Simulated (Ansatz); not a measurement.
The calculation used DFT PBE, scalar-relativistic, plane waves, PAW in Ansatz. Settings: cutoff 420 eV, Γ-centred meshes spaced at most about 0.3 Å⁻¹, and about 0.25 Å⁻¹ or finer for metals (2π included), Gaussian smearing. No spin polarisation.

These are static total energies at zero pressure.

Question: Which of these relaxed structures of MgSn₄N is the lowest in energy?
A.

```xyz
6
Lattice="0.0000 4.2792 4.2792 4.2792 0.0000 4.2792 4.2792 4.2792 0.0000" Properties=species:S:1:pos:R:3 pbc="T T T"
Mg    6.4188    6.4188    6.4188
Sn    5.3513    3.2070    5.3513
Sn    3.2070    3.2070    3.2070
Sn    5.3513    5.3513    3.2070
Sn    3.2070    5.3513    5.3513
N     0.0000    0.0000    0.0000
```

B.

```xyz
6
Lattice="5.2053 0.0000 0.0000 -2.6026 4.5079 0.0000 0.0000 0.0000 5.9433" Properties=species:S:1:pos:R:3 pbc="T T T"
Mg    0.0000    0.0000    2.9716
Sn    0.0000    3.0053    4.5093
Sn    0.0000    3.0053    1.4340
Sn    2.6026    1.5026    4.5093
Sn    2.6026    1.5026    1.4340
N     0.0000    0.0000    0.0000
```

Answer: B. The other, A, lies 293 meV/atom higher. Forms: B P6/mmm; A F-43m. Counting Mg or Sn atoms around N (for each partner element, those within 1.25 times its shortest distance or 1.15 times the sum of covalent radii, where it is the nearest in units of that sum or under 1.3; the shortest distance is added where it exceeds 1.18 times the sum of covalent radii): B has N 2 from 3.0 Å; A has N 12 from 3.5 Å. Both come from invented guesses. The lowest form computed isn't among them: it has space group P4/mmm (No. 123), 24.3 Å³/atom and lies 251 meV/atom below the best shown. Even the lowest of the cells shown lies +0.75 eV/atom against the elements.

N stands nearly free of neighbours here, and without spin polarisation the energy of such atoms comes out too high. Cells relaxed within their symmetry can be saddle points. Some types were kept out of the candidates beforehand, so the set may lack a known form.
